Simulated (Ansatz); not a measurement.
# Si: element swaps in one structure

One table from this session's results is given with a row withheld; the runs are named, their logs left out.

Program: Ansatz 0.2.0. Level of theory: DFT r2SCAN, scalar-relativistic, plane waves, PAW. These are calculated values, not measurements.

1 further run of the same task is left out (set aside as unsound or not needed).

### Starting point

It takes space group P6_3/mmc (No. 194, hexagonal). Conventional cell: a = 3.832 Å, b = 3.832 Å, c = 6.342 Å, α = 90.00°, β = 90.00°, γ = 120.00°. Around Si (site symmetry 3m) lie 4 Si at 2.35 to 2.37 Å.

As a file:

```cif
data_structure
_symmetry_space_group_name_H-M 'P6_3/mmc'
_symmetry_Int_Tables_number 194
_cell_length_a 3.8319
_cell_length_b 3.8319
_cell_length_c 6.3418
_cell_angle_alpha 90.000
_cell_angle_beta 90.000
_cell_angle_gamma 120.000
_cell_volume 80.64
loop_
_atom_site_label
_atom_site_type_symbol
_atom_site_symmetry_multiplicity
_atom_site_Wyckoff_symbol
_atom_site_fract_x
_atom_site_fract_y
_atom_site_fract_z
_atom_site_occupancy
Si1 Si 4 f 0.33333 0.66667 0.06309 1
```

It goes back to an entry of the Materials Project, which need not be the stable form.

It is the result of an earlier relaxation at this level (volume 20.16 Å³/atom; gap on the mesh: 0.61 eV).

The first run:

Contents of input.yaml:

```yaml
crystal:
  lattice:
    - [3.020237439, 0.0, 0.0]
    - [-1.5101187195, 2.6156023476, 0.0]
    - [0.0, 0.0, 4.9985020876]
  atoms:
    - { symbol: C, position: [0.3333333333, 0.6666666667, 0.0630908784] }
    - { symbol: C, position: [0.6666666667, 0.3333333333, 0.5630908784] }
    - { symbol: C, position: [0.3333333333, 0.6666666667, 0.4369091216] }
    - { symbol: C, position: [0.6666666667, 0.3333333333, 0.9369091216] }
basis:
  ecutwfc: 500
kpoints:
  mp_grid: { grid: [6, 6, 4] }
hamiltonian:
  xc: r2scan
scf:
  occupations: { method: gaussian, width: 0.1 }
output:
  forces: true
  stress: true
  eigenvalues: true
```

On the command line:

```sh
> ansatz run input.yaml --threads 1 --pin off --max-ram 2560MiB --backend cpu --events-out ev --progress --plain --runs-dir out
```

Among the steps run: Probe: one point at the start (C); Coarse relaxation (C); Relaxing cell and atoms (C); Band edges over the zone (C).

One of the session's tables, all rows but one given; the rest of the session is left out.

Lengths are those of the vectors of the cell that was run:

| swap | volume (Å³/atom) | a (Å) | b (Å) | c (Å) |
| --- | --- | --- | --- | --- |
| none | 20.16 | 3.832 | 3.832 | 6.342 |
| Si → Pb | 42.10 | 4.912 | 4.912 | 8.060 |
| Si → Ge | 22.82 | 3.996 | 3.996 | 6.602 |
| Si → Hf | 31.07 | 5.142 | 5.142 | 5.429 |
| Si → C | ? | ? | ? | ? |

Q: Estimate the row for Si → C from the others.

**Answer.** volume (Å³/atom): 5.66; a (Å): 2.503; b (Å): 2.503; c (Å): 4.169. In the column «volume (Å³/atom)» it is the lowest.

Lengths are those of the computed cell. Rows of earlier swaps come from the sessions before.

To keep in mind: Warnings in the runs' records: structure snapped to symmetry.
